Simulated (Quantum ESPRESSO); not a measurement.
**CdSe under changes of volume**

One of the cells (23.738 Å³/atom); the others are scaled copies at fixed shape and fractional positions:

```
CELL_PARAMETERS angstrom
0.00000 2.87396 2.87396
2.87396 0.00000 2.87396
2.87396 2.87396 0.00000
ATOMIC_POSITIONS crystal
Cd 0.00000 0.00000 0.00000
Se 0.50000 0.50000 0.50000
```

Measurements of this composition are mostly on another form, of space group No. 186.

| Quantity | Value |
| --- | --- |
| Program | Quantum ESPRESSO 7.5 |
| Functional | PBE |
| Potentials or basis | SSSP 1.3 efficiency PBE |
| Cutoff | 816 eV |
| Density cutoff | 6531 eV |
| k mesh | 8 × 8 × 8 |
| Occupations | fermi-dirac, width 0.05 eV |
| Spin | no spin polarisation |

| volume (Å³/atom) | energy over the lowest point (meV/atom) | pressure (GPa) |
| --- | --- | --- |
| 22.314 | 15.77 | 4.0 |
| 22.788 | 6.23 | 2.4 |
| 23.263 | 1.16 | 1.0 |
| 23.738 | 0.00 | -0.3 |
| 24.213 | 2.30 | -1.4 |
| 24.687 | ? | ? |
| 25.162 | 15.92 | -3.3 |

Question: What does the run at 24.687 Å³/atom give?

Answer: Energy over the lowest point 7.72 meV/atom; pressure -2.4 GPa.

Worked out: A Birch-Murnaghan fit of order 3 (a polynomial in V^(-2/3)) to the other rows has its minimum at 23.65 Å³/atom with B0 = V·E''(V) = 60 GPa and B' = 4.9. It gives 7.74 meV/atom at 24.687 Å³/atom, against the run's 7.72, and -dE/dV = -2.3 GPa, against -2.4.

Energies are extrapolated to zero smearing.
